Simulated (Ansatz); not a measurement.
# Sn: energy along a strain

Sn, I4_1/amd, a = 5.880 Å, c = 3.199 Å (as given, not relaxed at this level: 1.4 GPa). Ansatz: PBE, PAW, 420 eV, Γ-centred 16×16×16 mesh on 2 atoms, Gaussian smearing 0.15 eV; no spin polarisation. Cell vectors (Å): -2.940 2.940 1.599; 2.940 -2.940 1.599; 2.940 2.940 -1.599. The cell is strained by x per cent times the pattern (0 0 0 0 1 0) in the order xx yy zz yz xz xy (engineering shears), with fractional coordinates held. y is the free energy over the start, V0 = 27.650 Å³/atom. Symmetry makes y even in x. Points with a strain past 8.5 % were computed too (2) and aren't used here.

```
x (%) y (meV/atom)
-5.00          5.69
 0.00          0.00
 1.25          0.36
 2.50          1.45
 3.75          3.23
 6.25          8.75
 7.50             ?
```

Task: Fit y = c2 x² + c4 x⁴ to the other rows, get the stiffness along the pattern, and predict the missing energy.

Result: Least squares on the rows shown. y = 0.2334 x² − 0.0002393 x⁴. The clamped-ion stiffness p·C·p = 2 × 2.334 eV × 160.2 / 27.650 Å³ = 27 GPa, which is C55 in these axes (second derivative at the start, which stands under stress). At x = 7.50 the fit asked for gives 12.37 meV/atom. The run gave 12.33 meV/atom, so the fit is 0.04 meV/atom too high, a small miss on the scale of the series.